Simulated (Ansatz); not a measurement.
Input and output for BN (zincblende type): DFT, PBEsol, all-electron LAPW, scalar-relativistic (Ansatz 0.2.0).

The cell comes from a relaxation on PAW files under the same functional, begun from a prototype that needn't be the stable phase.

Command: `ansatz run input.yaml --threads 1 --pin off --max-ram 2048MiB --backend cpu --events-out ev --progress --plain --runs-dir out` It took 18 s on 1 thread of Arm Neoverse V2, with other jobs on the host, peak memory 0.31 GiB.

```yaml
crystal:
  lattice:
    - [0.0, 1.8028244171, 1.8028244171]
    - [1.8028244171, 0.0, 1.8028244171]
    - [1.8028244171, 1.8028244171, 0.0]
  atoms:
    - { symbol: B, position: [0.0, 0.0, 0.0] }
    - { symbol: "N", position: [0.25, 0.25, 0.25] }
kpoints:
  mp_grid: { grid: [17, 17, 17] }
  band_path:
    path:
      - [0.0, 0.0, 0.0]
      - [-0.5, -0.5, 0.0]
      - [-0.375, -0.375, 0.25]
      - [-0.375, 0.0, 0.375]
      - [0.0, 0.0, 0.0]
      - [0.0, 0.0, 0.5]
      - [-0.5, -0.25, 0.25]
      - [-0.5, -0.5, 0.0]
    npoints: 14
scf:
  occupations: { method: fermi_dirac, width: 0.08 }
hamiltonian:
  xc: pbesol
  pseudopotentials: { kind: all_electron, lapw: { basis_error: 0.001 } }
output:
  forces: true
  stress: true
  eigenvalues: true
  populations: true
  dos: { projected: true, de: 0.2, e_range: [-14, 8] }
```

Output:

```
B: projections on atomic orbitals take those of the free atom 1s2 2s2 2p1, of charge +0.00 (hamiltonian.pseudopotentials.projection_atoms)
N: projections on atomic orbitals take those of the free atom 1s2 2s2 2p3, of charge +0.00 (hamiltonian.pseudopotentials.projection_atoms)
LAPW: plane waves up to 10.884 Å⁻¹, error target 1.0e-3 eV per atom; small_component_spin mean_spin; B in spheres of 0.735 Å, 5 of its electrons in bands, Dirac shells []; N in spheres of 0.826 Å, 7 of its electrons in bands, Dirac shells [] (how accurate: hamiltonian.pseudopotentials.lapw.basis_error, Limitations)
Engine: ansatz 0.2.0
Pseudopotentials: kind: all_electron
Pseudopotential: B, LAPW, valence charge 5, lapw/all_electron/scalar/gaussian/B, Koelling and Harmon's equation, gaussian nucleus
Pseudopotential: N, LAPW, valence charge 7, lapw/all_electron/scalar/gaussian/N, Koelling and Harmon's equation, gaussian nucleus
Functional definition: PBEsol
  exchange = pbesol_x
  correlation = pbesol_c
Crystal: 2 atoms, lattice volume = 11.719 Å³
Basis set: ecut = 451.3171403628345 eV, 259 PW (Γ), exchange–correlation at level 2
Bands: 10, of which v1, the nominal top of the filled ones, is band 6 counted from 1 (5 counted from 0)
Symmetry: 24 space group operations
Space group: F-43m (ITA 216), of the structure as read, at distance tolerance 2.3e-5 Å
k-points: 165 of 4913 (time reversal used)
Non-local potential: B, projectors of the file, none
Non-local potential: N, projectors of the file, none
Initial density: superposition of atomic densities (chi_scale 0.1, normalization cell, long waves kept (reshape's long-wave potential 0.00 eV rms))
Initial wavefunctions: plane waves of lowest kinetic energy (no species holds an atomic orbital)
Functional: x = pbesol(κ = 0.804, μ = 0.12345679012345678), c = pbesol(β = 0.046)
iter 1 solved again at ethr=1.77e-2 eV; its pass at ethr=1.00e-1 eV (dr2=2.12e0 eV) is discarded
SCF iter   1: F=—  HF=-2161.242036 eV  |F-HF|=—  |Δ(HF+E_count)|=         —  Δρ=1.52e-1  dr2=2.12e0  ethr=1.77e-2  ⟨swp⟩=2.0  Hψ=12687  notcnv=0
preconditioner: auto → none  [insulator: Δε(μ)=6.005 eV  Ē_g=20.553 eV  σ=0.080 eV  W_gap=1.00  n_scr=0 (ndim 8)  ℏωp=30.7 eV  f_vac=0.000  D(μ)=0.00/eV (n_scr^D=0)  ε∞_Penn≈3.2]
iter 2 solved again at ethr=1.72e-3 eV; its pass at ethr=1.77e-2 eV (dr2=2.07e-1 eV) is discarded
SCF iter   2: F=—  HF=-2160.354598 eV  |F-HF|=—  |Δ(HF+E_count)|=   8.87e-1  Δρ=5.19e-2  dr2=2.07e-1  ethr=1.72e-3  ⟨swp⟩=2.0  Hψ=8757  notcnv=0
SCF iter   3: F=—  HF=-2160.270099 eV  |F-HF|=—  |Δ(HF+E_count)|=   8.45e-2  Δρ=2.30e-2  dr2=4.27e-2  ethr=1.72e-3  ⟨swp⟩=2.0  Hψ=4948  notcnv=0
SCF iter   4: F=—  HF=-2160.261499 eV  |F-HF|=—  |Δ(HF+E_count)|=         —  Δρ=8.94e-3  dr2=6.64e-3  ethr=3.56e-4  ⟨swp⟩=2.0  Hψ=4598  notcnv=0
the basis was enlarged: its passes take 45.4 KiB over the memory plan, 1 of 1 planned eigensolver slots
SCF iter   5: F=—  HF=-2160.260068 eV  |F-HF|=—  |Δ(HF+E_count)|=   1.43e-3  Δρ=1.69e-3  dr2=2.46e-4  ethr=5.54e-5  ⟨swp⟩=2.0  Hψ=4451  notcnv=0
SCF iter   6: F=—  HF=-2160.260021 eV  |F-HF|=—  |Δ(HF+E_count)|=   4.63e-5  Δρ=1.57e-4  dr2=2.25e-6  ethr=2.05e-6  ⟨swp⟩=2.0  Hψ=4318  notcnv=0
SCF iter   7: F=-2160.260021 eV  HF=-2160.260021 eV  |F-HF|=7.47e-10  |Δ(HF+E_count)|=   2.72e-7  Δρ=6.61e-6  dr2=4.01e-9  ethr=1.88e-8  ⟨swp⟩=2.1  Hψ=4299  notcnv=0
SCF 1 converged in 7 iterations: F = -2160.260021 eV  dr2 = 4.01e-9
NSCF: frozen V_eff on 99 k-points
SCF converged after 7 iterations
Free energy (F): -2160.260021 eV
Harris-Foulkes:  -2160.260021 eV  (|F-HF|=7.47e-10)
Internal energy: -2160.260021 eV  (E = F + TS)
E sigma→0 (E₀):  -2160.260021 eV
Fermi energy:    13.743340 eV
--- Per-component energies (eV) ---
  E_band       = -1014.883727
  E_kinetic    = 2151.921191
  E_xc         = -291.448610
  E_electrostatic = -4020.732602  (all electrons and nuclei)
  E_smearing   = -0.000000  (= −TS)
  E_closure    = 0.000000  (closes the sum)
  E_atoms      = -2141.847337  (free atoms, spherical and without spin; not in F)
  Σ components = -2160.260021   (vs F -2160.260021, Δ=0.00e0)
  Basis errors (estimates in eV, not in F): energy 5.3e-4 per atom: plane waves 5.2e-4 (3.2e-4 summed), levels above the bands 1.8e-86, relativity 1.0e-8, radial functions 9.7e-6, core shells 0.0e0; eigenvalues (radial functions only) 5.8e-6; not estimated: angular momenta, meshes, grids; target (lapw.basis_error) 1.0e-3; muffin-tin radii B 0.735 Å, N 0.826 Å
--- Forces (eV/Å), atoms counted from 1 ---
  atom   1  B      0.00000000     0.00000000    -0.00000000
  atom   2  N     -0.00000000    -0.00000000    -0.00000000
  max |Σ_I F_I| component: 3.70e-17 eV/Å
--- Stress (GPa, compression-positive) ---
        0.029582      -0.000000      -0.000000
       -0.000000       0.029582       0.000000
       -0.000000       0.000000       0.029582
  P = ⅓ Tr σ = 0.0296 GPa (0.296 kbar)
--- Band table (eV; the first three rows and the last of 165) ---
  k-point 0: bands = ["-362.0421", "-159.8481", "-8.7907", "11.5465", "11.5465", "11.5465", "20.3485", "20.3485", "20.3485", "21.9411"]
  k-point 1: bands = ["-362.0421", "-159.8481", "-8.7055", "11.0663", "11.4524", "11.4524", "20.4687", "20.4915", "20.4915", "22.2303"]
  k-point 2: bands = ["-362.0421", "-159.8481", "-8.4512", "9.8362", "11.1997", "11.1997", "20.6953", "20.8687", "20.8687", "23.0093"]
  k-point 164: bands = ["-362.0421", "-159.8479", "-2.8225", "3.7332", "4.4415", "5.2285", "20.9399", "24.6784", "25.7748", "26.8262"]
--- Löwdin populations: 2 sites ---
  site symbol       q [e]
     0      B      4.6676
     1      N      7.3067
  spilling = 0.002139 (of n_electrons = 12.000000)
```

populations.tsv:

```
# site	symbol	l	j	q
# orbitals = lowdin
# n_electrons = 12.000000
# spilling = 0.002139
# projection_atom_B: 1s2 2s2 2p1
# projection_atom_N: 1s2 2s2 2p3
0	B	0_1S	-	1.989234
0	B	0_2S	-	0.664677
0	B	1_2P	-	2.013723
1	N	0_1S	-	1.992323
1	N	0_2S	-	1.203056
1	N	1_2P	-	4.111324
```

Next run (volume at 0.94 of the series' base cell), as changes to the input before:

```diff
   lattice:
-    - [0.0, 1.8028244171, 1.8028244171]
-    - [1.8028244171, 0.0, 1.8028244171]
-    - [1.8028244171, 1.8028244171, 0.0]
+    - [0.0, 1.7660217555, 1.7660217555]
+    - [1.7660217555, 0.0, 1.7660217555]
+    - [1.7660217555, 1.7660217555, 0.0]
   atoms:
   mp_grid: { grid: [17, 17, 17] }
-  band_path:
-    path:
-      - [0.0, 0.0, 0.0]
-      - [-0.5, -0.5, 0.0]
-      - [-0.375, -0.375, 0.25]
-      - [-0.375, 0.0, 0.375]
-      - [0.0, 0.0, 0.0]
-      - [0.0, 0.0, 0.5]
-      - [-0.5, -0.25, 0.25]
-      - [-0.5, -0.5, 0.0]
-    npoints: 14
 scf:
   populations: true
-  dos: { projected: true, de: 0.2, e_range: [-14, 8] }
```

Results part of the output:

```
SCF 1 converged in 7 iterations: F = -2160.203990 eV  dr2 = 2.84e-9
SCF converged after 7 iterations
Free energy (F): -2160.203990 eV
Harris-Foulkes:  -2160.203990 eV  (|F-HF|=5.38e-10)
Internal energy: -2160.203990 eV  (E = F + TS)
E sigma→0 (E₀):  -2160.203990 eV
Fermi energy:    14.819858 eV
--- Per-component energies (eV) ---
  E_band       = -1004.201419
  E_kinetic    = 2157.300160
  E_xc         = -292.809357
  E_electrostatic = -4024.694793  (all electrons and nuclei)
  E_smearing   = -0.000000  (= −TS)
  E_closure    = 0.000000  (closes the sum)
  E_atoms      = -2141.847337  (free atoms, spherical and without spin; not in F)
  Σ components = -2160.203990   (vs F -2160.203990, Δ=0.00e0)
  Basis errors (estimates in eV, not in F): energy 5.3e-4 per atom: plane waves 5.2e-4 (3.2e-4 summed), levels above the bands 1.3e-89, relativity 1.0e-8, radial functions 1.1e-5, core shells 0.0e0; eigenvalues (radial functions only) 6.3e-6; not estimated: angular momenta, meshes, grids; target (lapw.basis_error) 1.0e-3; muffin-tin radii B 0.722 Å, N 0.808 Å
--- Forces (eV/Å), atoms counted from 1 ---
  atom   1  B      0.00000000    -0.00000000     0.00000000
  atom   2  N     -0.00000000    -0.00000000    -0.00000000
  max |Σ_I F_I| component: 2.78e-17 eV/Å
--- Stress (GPa, compression-positive) ---
       26.759112      -0.000000      -0.000000
       -0.000000      26.759112       0.000000
       -0.000000       0.000000      26.759112
  P = ⅓ Tr σ = 26.7591 GPa (267.591 kbar)
--- Band table (eV; the first three rows and the last of 165) ---
  k-point 0: bands = ["-360.8662", "-158.5722", "-8.4713", "12.5916", "12.5916", "12.5916", "21.6853", "21.6853", "21.6853", "24.0087"]
  k-point 1: bands = ["-360.8662", "-158.5721", "-8.3819", "12.0910", "12.4906", "12.4906", "21.8387", "21.8387", "21.8496", "24.2750"]
  k-point 2: bands = ["-360.8662", "-158.5721", "-8.1149", "10.8072", "12.2205", "12.2205", "22.1803", "22.2419", "22.2419", "25.0013"]
  k-point 164: bands = ["-360.8662", "-158.5719", "-2.0686", "4.4196", "5.0687", "5.8513", "22.2515", "26.3557", "27.4844", "28.7002"]
--- Löwdin populations: 2 sites ---
  site symbol       q [e]
     0      B      4.6712
     1      N      7.3031
  spilling = 0.002143 (of n_electrons = 12.000000)
```

Next run (volume at 0.88 of the series' base cell), as changes to the input before:

```diff
   lattice:
-    - [0.0, 1.7660217555, 1.7660217555]
-    - [1.7660217555, 0.0, 1.7660217555]
-    - [1.7660217555, 1.7660217555, 0.0]
+    - [0.0, 1.7276177422, 1.7276177422]
+    - [1.7276177422, 0.0, 1.7276177422]
+    - [1.7276177422, 1.7276177422, 0.0]
   atoms:
```

Results part of the output:

```
SCF 1 converged in 6 iterations: F = -2160.012414 eV  dr2 = 6.41e-9
SCF converged after 6 iterations
Free energy (F): -2160.012414 eV
Harris-Foulkes:  -2160.012414 eV  (|F-HF|=5.87e-9)
Internal energy: -2160.012414 eV  (E = F + TS)
E sigma→0 (E₀):  -2160.012414 eV
Fermi energy:    16.027345 eV
--- Per-component energies (eV) ---
  E_band       = -992.277124
  E_kinetic    = 2163.522284
  E_xc         = -294.318743
  E_electrostatic = -4029.215955  (all electrons and nuclei)
  E_smearing   = -0.000000  (= −TS)
  E_closure    = 0.000000  (closes the sum)
  E_atoms      = -2141.847337  (free atoms, spherical and without spin; not in F)
  Σ components = -2160.012414   (vs F -2160.012414, Δ=0.00e0)
  Basis errors (estimates in eV, not in F): energy 5.4e-4 per atom: plane waves 5.3e-4 (3.3e-4 summed), levels above the bands 2.6e-93, relativity 1.1e-8, radial functions 1.2e-5, core shells 0.0e0; eigenvalues (radial functions only) 7.0e-6; not estimated: angular momenta, meshes, grids; target (lapw.basis_error) 1.0e-3; muffin-tin radii B 0.708 Å, N 0.788 Å
--- Forces (eV/Å), atoms counted from 1 ---
  atom   1  B      0.00000000    -0.00000000    -0.00000000
  atom   2  N     -0.00000000     0.00000000     0.00000000
  max |Σ_I F_I| component: 4.63e-17 eV/Å
--- Stress (GPa, compression-positive) ---
       62.235319       0.000000      -0.000000
        0.000000      62.235319       0.000000
       -0.000000       0.000000      62.235319
  P = ⅓ Tr σ = 62.2353 GPa (622.353 kbar)
--- Band table (eV; the first three rows and the last of 165) ---
  k-point 0: bands = ["-359.5556", "-157.1695", "-8.1075", "13.7677", "13.7677", "13.7677", "23.1736", "23.1736", "23.1736", "26.3173"]
  k-point 1: bands = ["-359.5556", "-157.1695", "-8.0135", "13.2428", "13.6590", "13.6590", "23.3387", "23.3387", "23.3789", "26.5674"]
  k-point 2: bands = ["-359.5556", "-157.1695", "-7.7328", "11.8969", "13.3689", "13.3689", "23.7713", "23.7713", "23.8135", "27.2482"]
  k-point 164: bands = ["-359.5556", "-157.1691", "-1.2202", "5.1525", "5.8093", "6.5545", "23.7142", "28.1595", "29.3661", "30.8808"]
--- Löwdin populations: 2 sites ---
  site symbol       q [e]
     0      B      4.6747
     1      N      7.2995
  spilling = 0.002145 (of n_electrons = 12.000000)
```

Next run (volume at 0.8 of the series' base cell), as changes to the input before:

```diff
   lattice:
-    - [0.0, 1.7276177422, 1.7276177422]
-    - [1.7276177422, 0.0, 1.7276177422]
-    - [1.7276177422, 1.7276177422, 0.0]
+    - [0.0, 1.6735939367, 1.6735939367]
+    - [1.6735939367, 0.0, 1.6735939367]
+    - [1.6735939367, 1.6735939367, 0.0]
   atoms:
```

Command: `ansatz run input.yaml --threads 1 --pin off --max-ram 2048MiB --backend cpu --events-out ev --progress --plain --runs-dir out` It took 17 s on 1 thread of Arm Neoverse V2 (shared host), peak memory 0.3 GiB.

Results part of the output:

```
SCF 1 converged in 6 iterations: F = -2159.466294 eV  dr2 = 4.17e-9
SCF converged after 6 iterations
Free energy (F): -2159.466294 eV
Harris-Foulkes:  -2159.466294 eV  (|F-HF|=1.90e-9)
Internal energy: -2159.466294 eV  (E = F + TS)
E sigma→0 (E₀):  -2159.466294 eV
Fermi energy:    17.888509 eV
--- Per-component energies (eV) ---
  E_band       = -974.024412
  E_kinetic    = 2173.440022
  E_xc         = -296.609539
  E_electrostatic = -4036.296778  (all electrons and nuclei)
  E_smearing   = -0.000000  (= −TS)
  E_closure    = 0.000000  (closes the sum)
  E_atoms      = -2141.847337  (free atoms, spherical and without spin; not in F)
  Σ components = -2159.466294   (vs F -2159.466294, Δ=0.00e0)
  Basis errors (estimates in eV, not in F): energy 5.4e-4 per atom: plane waves 5.3e-4 (3.3e-4 summed), levels above the bands 9.8e-100, relativity 1.2e-8, radial functions 1.3e-5, core shells 0.0e0; eigenvalues (radial functions only) 8.3e-6; not estimated: angular momenta, meshes, grids; target (lapw.basis_error) 1.0e-3; muffin-tin radii B 0.688 Å, N 0.761 Å
--- Forces (eV/Å), atoms counted from 1 ---
  atom   1  B      0.00000000     0.00000000     0.00000000
  atom   2  N     -0.00000000    -0.00000000     0.00000000
  max |Σ_I F_I| component: 6.48e-17 eV/Å
--- Stress (GPa, compression-positive) ---
      128.775288       0.000000      -0.000000
        0.000000     128.775288       0.000000
       -0.000000       0.000000     128.775288
  P = ⅓ Tr σ = 128.7753 GPa (1287.753 kbar)
--- Band table (eV; the first three rows and the last of 165) ---
  k-point 0: bands = ["-357.5544", "-155.0664", "-7.5345", "15.5867", "15.5867", "15.5867", "25.4449", "25.4449", "25.4449", "29.8522"]
  k-point 1: bands = ["-357.5544", "-155.0664", "-7.4338", "15.0220", "15.4658", "15.4658", "25.6286", "25.6286", "25.7080", "30.0847"]
  k-point 2: bands = ["-357.5544", "-155.0664", "-7.1331", "13.5774", "15.1442", "15.1442", "26.1073", "26.1073", "26.2890", "30.7094"]
  k-point 164: bands = ["-357.5544", "-155.0657", "0.0931", "6.2092", "7.0125", "7.6580", "25.9526", "30.7811", "32.2976", "34.3016"]
--- Löwdin populations: 2 sites ---
  site symbol       q [e]
     0      B      4.6793
     1      N      7.2949
  spilling = 0.002145 (of n_electrons = 12.000000)
```

Next run (volume at 0.72 of the series' base cell), as changes to the input before:

```diff
   lattice:
-    - [0.0, 1.6735939367, 1.6735939367]
-    - [1.6735939367, 0.0, 1.6735939367]
-    - [1.6735939367, 1.6735939367, 0.0]
+    - [0.0, 1.61583718, 1.61583718]
+    - [1.61583718, 0.0, 1.61583718]
+    - [1.61583718, 1.61583718, 0.0]
   atoms:
```

Command: `ansatz run input.yaml --threads 1 --pin off --max-ram 2048MiB --backend cpu --events-out ev --progress --plain --runs-dir out` It took 17 s on 1 thread of Arm Neoverse V2 (shared host), peak memory 0.3 GiB.

Results part of the output:

```
SCF 1 converged in 6 iterations: F = -2158.441445 eV  dr2 = 3.75e-9
SCF converged after 6 iterations
Free energy (F): -2158.441445 eV
Harris-Foulkes:  -2158.441445 eV  (|F-HF|=2.18e-9)
Internal energy: -2158.441445 eV  (E = F + TS)
E sigma→0 (E₀):  -2158.441445 eV
Fermi energy:    20.118430 eV
--- Per-component energies (eV) ---
  E_band       = -952.367774
  E_kinetic    = 2185.746480
  E_xc         = -299.296894
  E_electrostatic = -4044.891031  (all electrons and nuclei)
  E_smearing   = -0.000000  (= −TS)
  E_closure    = 0.000000  (closes the sum)
  E_atoms      = -2141.847337  (free atoms, spherical and without spin; not in F)
  Σ components = -2158.441445   (vs F -2158.441445, Δ=0.00e0)
  Basis errors (estimates in eV, not in F): energy 5.5e-4 per atom: plane waves 5.4e-4 (3.3e-4 summed), levels above the bands 1.8e-108, relativity 1.4e-8, radial functions 1.5e-5, core shells 0.0e0; eigenvalues (radial functions only) 1.0e-5; not estimated: angular momenta, meshes, grids; target (lapw.basis_error) 1.0e-3; muffin-tin radii B 0.667 Å, N 0.732 Å
--- Forces (eV/Å), atoms counted from 1 ---
  atom   1  B      0.00000000    -0.00000000    -0.00000000
  atom   2  N     -0.00000000     0.00000000     0.00000000
  max |Σ_I F_I| component: 3.70e-17 eV/Å
--- Stress (GPa, compression-positive) ---
      228.359563       0.000000       0.000000
        0.000000     228.359563       0.000000
        0.000000       0.000000     228.359563
  P = ⅓ Tr σ = 228.3596 GPa (2283.596 kbar)
--- Band table (eV; the first three rows and the last of 165) ---
  k-point 0: bands = ["-355.1898", "-152.6387", "-6.8274", "17.7734", "17.7734", "17.7734", "28.1323", "28.1323", "28.1323", "34.0498"]
  k-point 1: bands = ["-355.1898", "-152.6387", "-6.7195", "17.1580", "17.6373", "17.6373", "28.3387", "28.3387", "28.4629", "34.2640"]
  k-point 2: bands = ["-355.1898", "-152.6386", "-6.3965", "15.5912", "17.2770", "17.2770", "28.8736", "28.8736", "29.2109", "34.8275"]
  k-point 164: bands = ["-355.1898", "-152.6373", "1.6744", "7.4075", "8.4613", "9.0513", "28.6114", "33.7492", "35.8645", "38.4153"]
--- Löwdin populations: 2 sites ---
  site symbol       q [e]
     0      B      4.6835
     1      N      7.2908
  spilling = 0.002143 (of n_electrons = 12.000000)
```

Next run (volume at 0.64 of the series' base cell), as changes to the input before:

```diff
   lattice:
-    - [0.0, 1.61583718, 1.61583718]
-    - [1.61583718, 0.0, 1.61583718]
-    - [1.61583718, 1.61583718, 0.0]
+    - [0.0, 1.5536269857, 1.5536269857]
+    - [1.5536269857, 0.0, 1.5536269857]
+    - [1.5536269857, 1.5536269857, 0.0]
   atoms:
```

Results part of the output:

```
SCF 1 converged in 6 iterations: F = -2156.691006 eV  dr2 = 3.36e-9
SCF converged after 6 iterations
Free energy (F): -2156.691006 eV
Harris-Foulkes:  -2156.691006 eV  (|F-HF|=1.35e-9)
Internal energy: -2156.691006 eV  (E = F + TS)
E sigma→0 (E₀):  -2156.691006 eV
Fermi energy:    22.845604 eV
--- Per-component energies (eV) ---
  E_band       = -926.203164
  E_kinetic    = 2201.283549
  E_xc         = -302.500495
  E_electrostatic = -4055.474060  (all electrons and nuclei)
  E_smearing   = -0.000000  (= −TS)
  E_closure    = 0.000000  (closes the sum)
  E_atoms      = -2141.847337  (free atoms, spherical and without spin; not in F)
  Σ components = -2156.691006   (vs F -2156.691006, Δ=0.00e0)
  Basis errors (estimates in eV, not in F): energy 5.6e-4 per atom: plane waves 5.5e-4 (3.4e-4 summed), levels above the bands 6.8e-119, relativity 1.9e-8, radial functions 1.4e-5, core shells 0.0e0; eigenvalues (radial functions only) 4.4e-6; not estimated: angular momenta, meshes, grids; target (lapw.basis_error) 1.0e-3; muffin-tin radii B 0.644 Å, N 0.701 Å
--- Forces (eV/Å), atoms counted from 1 ---
  atom   1  B      0.00000000    -0.00000000    -0.00000000
  atom   2  N     -0.00000000     0.00000000    -0.00000000
  max |Σ_I F_I| component: 8.33e-17 eV/Å
--- Stress (GPa, compression-positive) ---
      381.164059      -0.000000       0.000000
       -0.000000     381.164059       0.000000
        0.000000       0.000000     381.164059
  P = ⅓ Tr σ = 381.1641 GPa (3811.641 kbar)
--- Band table (eV; the first three rows and the last of 165) ---
  k-point 0: bands = ["-352.3508", "-149.7989", "-5.9319", "20.4540", "20.4540", "20.4540", "31.3724", "31.3724", "31.3724", "39.1300"]
  k-point 1: bands = ["-352.3508", "-149.7988", "-5.8157", "19.7728", "20.2985", "20.2985", "31.6074", "31.6074", "31.7873", "39.3204"]
  k-point 2: bands = ["-352.3508", "-149.7986", "-5.4680", "18.0524", "19.8894", "19.8894", "32.2122", "32.2122", "32.7376", "39.8022"]
  k-point 164: bands = ["-352.3508", "-149.7963", "3.6175", "8.8322", "10.1195", "10.9227", "31.8328", "37.2449", "40.2404", "43.4211"]
--- Löwdin populations: 2 sites ---
  site symbol       q [e]
     0      B      4.6868
     1      N      7.2876
  spilling = 0.002140 (of n_electrons = 12.000000)
```

The structure type is held throughout; the real material can change phase at far lower pressure.
